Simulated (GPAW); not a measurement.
# How the form of the self-energy moves the gap of CdTe (F-43m)

How much does the gap of CdTe (F-43m) depend on the approximation to the self-energy?

Calculated with GPAW 26.7.0; LDA and many-body steps on it, plane waves.

Report form: the programs' logs are mostly left out.

The database entry behind the starting cell differs from later determinations by our own check (an axis about 1.1 % short against later determinations), so it need not match the best structure at ambient conditions.

## Step 1: Starting point

The structure is cubic, space group F-43m (No. 216). The conventional cell has a = 6.410 Å, b = 6.410 Å, c = 6.410 Å, α = 90.00°, β = 90.00°, γ = 90.00°. Nearest to Cd lie 4 Te at 2.78 Å. Nearest to Te lie 4 Cd at 2.78 Å. Farther neighbours and most contacts between anions are not listed.

Coordinates:

```cif
data_structure
_symmetry_space_group_name_H-M 'P 1'
_symmetry_Int_Tables_number 1
_cell_length_a 4.5326
_cell_length_b 4.5326
_cell_length_c 4.5326
_cell_angle_alpha 60.000
_cell_angle_beta 60.000
_cell_angle_gamma 60.000
_cell_volume 65.84
loop_
_atom_site_label
_atom_site_type_symbol
_atom_site_fract_x
_atom_site_fract_y
_atom_site_fract_z
_atom_site_occupancy
Cd1 Cd 0.00000 0.00000 0.00000 1
Te2 Te 0.25000 0.25000 0.25000 1
```

The cell and positions come from the Crystallography Open Database and are kept as given unless a step says otherwise. Spin-orbit coupling is left out unless a step names it.

## Step 2: Empty states on the mesh, 4×4×4 mesh, 786 bands

This step: GPAW 26.7.0; DFT, LDA, plane waves, PAW.

The sums over transitions need many empty states on a uniform mesh; this step solves for them.

run.py

```python
import json
import numpy as np
from gpaw.mpi import world
from gpaw import GPAW

calc = GPAW('gs.gpw').fixed_density(kpts={'size': (4, 4, 4), 'gamma': True},
    parallel={'domain': 1, 'band': 1},
    txt='nscf.txt')
calc.diagonalize_full_hamiltonian(nbands=786)
calc.write('full.gpw', mode='all')
res = {}
kpts = calc.get_ibz_k_points()
res['kpts'] = kpts
res['eigenvalues'] = [calc.get_eigenvalues(kpt=k) for k in range(len(kpts))]
res['n_electrons'] = calc.get_number_of_electrons()

if world.rank == 0:
    with open('result.json', 'w') as f:
        json.dump(res, f, default=lambda x: x.tolist())
```

The run is started by

```
mpirun -n 4 gpaw python run.py
```

Wall time 7.2 s (4 MPI ranks of Intel Xeon 6975P-C (Granite Rapids), shared host); peak memory 1.4 GiB; 28 s of CPU time.

Numbers from this step:

* gap: 0.6080 eV
* k of the valence top: 0, 0, 0
* k of the conduction bottom: 0, 0, 0
* least direct gap: 0.6080 eV
* k points computed: 8
* lowest point of the top converged band, above the valence top: 288.3022 eV

On this mesh the gap is 0.608 eV.

## Step 3: G0W0, Godby-Needs plasmon pole

Now the one-shot GW correction: screening in the RPA, then the self-energy of the levels asked for.

This step: G0W0 on LDA, plane waves, PAW.

run.py

```python
import json
import numpy as np
from gpaw.mpi import world
from gpaw.response.g0w0 import G0W0

gw = G0W0('full.gpw',
    filename='gw',
    kpts=[0],
    bands=(7, 11),
    ecut=180,
    nbands=361,
    integrate_gamma='WS',
    ppa=True)
gw.calculate()
res = {mode: {k: v for k, v in r.items() if k != 'sigma_eskwn'}
       for mode, r in gw.all_results.items()}

if world.rank == 0:
    with open('result.json', 'w') as f:
        json.dump(res, f, default=lambda x: x.tolist())
```

The run is started by

```
mpirun -n 4 gpaw python run.py
```

Elapsed: 1.8 min, on 4 MPI ranks; peak memory 1.6 GiB; 7.4 min of CPU time.

This step gave:

```
G0W0 gap on the points computed              : 1.542 eV
least direct G0W0 gap on the computed points : 1.542 eV
Z at the valence top                         : 0.7909
Z at the conduction bottom                   : 0.8031
starting gap on the mesh                     : 0.6080 eV
k of the valence top                         : 0, 0, 0
k of the conduction bottom                   : 0, 0, 0
```

The gap on the mesh goes from 0.61 eV to 1.54 eV, a correction of +0.93 eV.

## Step 4: One-shot HSE06

This step: one-shot HSE06 levels on LDA orbitals, plane waves, PAW.

run.py

```python
import json
import numpy as np
from gpaw.mpi import world
from gpaw.hybrids.eigenvalues import non_self_consistent_eigenvalues

dft, vxc, vxc_hyb = non_self_consistent_eigenvalues('full.gpw', 'HSE06', 7, 11, kpt_indices=[0])
res = {'dft': dft[0], 'hybrid': (dft - vxc + vxc_hyb)[0]}
if world.rank == 0:
    with open('hybrid.txt', 'w') as f:
        for k, e0, e1 in zip([0], res['dft'], res['hybrid']):
            print(k, ' '.join(f'{x:9.4f}' for x in e0), '|', ' '.join(f'{x:9.4f}' for x in e1), file=f)

if world.rank == 0:
    with open('result.json', 'w') as f:
        json.dump(res, f, default=lambda x: x.tolist())
```

The run is started by

```
mpirun -n 4 gpaw python run.py
```

Wall time 3.1 s (4 MPI ranks); peak memory 0.7 GiB.

Numbers from this step:

* starting gap on the mesh: 0.6080 eV
* hybrid gap on the mesh: 1.588 eV
* least direct hybrid gap on the computed points: 1.588 eV

## Step 5: G0W0, extrapolated in the cutoff

This step: G0W0 on LDA, plane waves, PAW.

run.py

```python
import json
import numpy as np
from gpaw.mpi import world
from gpaw.response.g0w0 import G0W0

gw = G0W0('full.gpw',
    filename='gw',
    kpts=[0],
    bands=(7, 11),
    ecut=300.0,
    integrate_gamma='WS',
    ppa=True,
    ecut_extrapolation=True)
gw.calculate()
res = {mode: {k: v for k, v in r.items() if k != 'sigma_eskwn'}
       for mode, r in gw.all_results.items()}

if world.rank == 0:
    with open('result.json', 'w') as f:
        json.dump(res, f, default=lambda x: x.tolist())
```

The run is started by

```
mpirun -n 4 gpaw python run.py
```

The job ended after 30 min (4 MPI ranks; peak memory 2.6 GiB; 2 h of CPU time).

Numbers from this step:

| Item | Value |
| --- | --- |
| quasiparticle gap on the points computed | 1.571 eV |
| least direct quasiparticle gap on the computed points | 1.571 eV |
| Z at the valence top | 0.7903 |
| Z at the conduction bottom | 0.8026 |
| starting gap on the mesh | 0.6080 eV |
| k of the valence top | 0, 0, 0 |
| k of the conduction bottom | 0, 0, 0 |
| gaps at the cutoffs of the extrapolation | 1.549, 1.551, 1.553 eV |

Against G0W0 in GPAW (4×4×4 mesh, 361 bands, screening to 180 eV, Godby-Needs plasmon pole), the gap moves by +0.029 eV.

## Step 6: One-shot Hartree-Fock

This step: one-shot Hartree-Fock levels on LDA orbitals, plane waves, PAW.

run.py

```python
import json
import numpy as np
from gpaw.mpi import world
from gpaw.hybrids.eigenvalues import non_self_consistent_eigenvalues

dft, vxc, vxc_hyb = non_self_consistent_eigenvalues('full.gpw', 'EXX', 7, 11, kpt_indices=[0])
res = {'dft': dft[0], 'hybrid': (dft - vxc + vxc_hyb)[0]}
if world.rank == 0:
    with open('hybrid.txt', 'w') as f:
        for k, e0, e1 in zip([0], res['dft'], res['hybrid']):
            print(k, ' '.join(f'{x:9.4f}' for x in e0), '|', ' '.join(f'{x:9.4f}' for x in e1), file=f)

if world.rank == 0:
    with open('result.json', 'w') as f:
        json.dump(res, f, default=lambda x: x.tolist())
```

The run is started by

```
mpirun -n 4 gpaw python run.py
```

Wall time 3.2 s (4 MPI ranks); peak memory 0.69 GiB; 12 s of CPU time.

This step gave:

- starting gap on the mesh: 0.6080 eV
- hybrid gap on the mesh: 6.561 eV
- least direct hybrid gap on the computed points: 6.561 eV

## Step 7: G0W0, full frequency, Hilbert transform

This step: G0W0 on LDA, plane waves, PAW.

run.py

```python
import json
import numpy as np
from gpaw.mpi import world
from gpaw.response.g0w0 import G0W0

gw = G0W0('full.gpw',
    filename='gw',
    kpts=[0],
    bands=(7, 11),
    ecut=180,
    nbands=361,
    integrate_gamma='WS',
    frequencies={'type': 'nonlinear', 'domega0': 0.1, 'omega2': 15.0},
    eta=0.1,
    nblocksmax=True)
gw.calculate()
res = {mode: {k: v for k, v in r.items() if k != 'sigma_eskwn'}
       for mode, r in gw.all_results.items()}

if world.rank == 0:
    with open('result.json', 'w') as f:
        json.dump(res, f, default=lambda x: x.tolist())
```

The run is started by

```
mpirun -n 4 gpaw python run.py
```

Run time: 4.1 min. Hardware: 4 MPI ranks; peak memory 4.4 GiB; 16 min of CPU time.

This step gave:

```yaml
g0w0_gap_on_the_points_computed: 1.492 eV
least_direct_g0w0_gap_on_the_computed_points: 1.492 eV
starting_gap_on_the_mesh: 0.6080 eV
k_of_the_valence_top: 0, 0, 0
k_of_the_conduction_bottom: 0, 0, 0
```

Against G0W0 in GPAW (4×4×4 mesh, 361 bands, screening to 180 eV, Godby-Needs plasmon pole), the gap moves by −0.049 eV.

## Step 8: Side by side

Times are wall times on 4 MPI ranks of Intel Xeon 6975P-C (Granite Rapids), shared host, good to a factor of about two.

```
                                    run   mesh  bands  screening cutoff (eV)  DFT gap (eV)  gap on the mesh (eV)  direct (eV)     time
         G0W0, Godby-Needs plasmon pole  4×4×4    361                    180         0.608                 1.542        1.542  1.8 min
                         one-shot HSE06  4×4×4      -                      -         0.608                 1.588        1.588    3.1 s
       G0W0, extrapolated in the cutoff  4×4×4      -                    300         0.608                 1.571        1.571   30 min
                  one-shot Hartree-Fock  4×4×4      -                      -         0.608                 6.561        6.561    3.2 s
G0W0, full frequency, Hilbert transform  4×4×4    361                    180         0.608                 1.492        1.492  4.1 min
```

## Step 9: Outcome

```
G0W0, Godby-Needs plasmon pole          : 1.542 eV
one-shot HSE06                          : 1.588 eV
G0W0, extrapolated in the cutoff        : 1.571 eV
one-shot Hartree-Fock                   : 6.561 eV
G0W0, full frequency, Hilbert transform : 1.492 eV
known limits                            : not at the basis limit; no spin-orbit coupling; coarse k mesh
```

In words: One-shot HSE06: +0.046 eV against G0W0, Godby-Needs plasmon pole. G0W0, extrapolated in the cutoff: +0.029 eV against G0W0, Godby-Needs plasmon pole, at other bands or cutoff, so not like for like. One-shot Hartree-Fock: +5.019 eV against G0W0, Godby-Needs plasmon pole. G0W0, full frequency, Hilbert transform: −0.049 eV against G0W0, Godby-Needs plasmon pole. Bare exchange alone opens the gap to 6.56 eV; against G0W0, correlation takes back 5.02 eV. One-shot hybrid levels are evaluated on the LDA orbitals. Bands and cutoff are finite, so the gap is not at the basis limit. The miss can reach some tenths of an eV and take either sign; the mesh is an error of its own. These stock PAW sets were not made for GW; the filled d or f shell of Te lies in the frozen core, which bears on start and correction. In the G0W0 runs levels were corrected at 1 k point alone, so a gap called «on the mesh» is the least over those, and an edge elsewhere would be missed. The program warns of a poor linear fit in the extrapolation of some level, so the extrapolated values are rough. The 4×4×4 mesh is coarse for this cell, which bears on the long-range parts of exchange and screening. The many-body steps are scalar-relativistic: spin-orbit coupling is not in them.

[Paths, hosts, dates, memory and timing lines, banners, echoed tables and standing remarks are left out of the program output.]

[Logs are printed without paths, hosts, clocks, repeated set-up lines and the standing remarks that a program may print on its own settings, such as how far it seeks lower states.]

[Runs of the session that timed out or met a known fault of the program may be left out.]

[Hosts, paths, dates, database ids (printed as entryN), source tags and the programs' standing remarks are cut or masked in the printed files.]
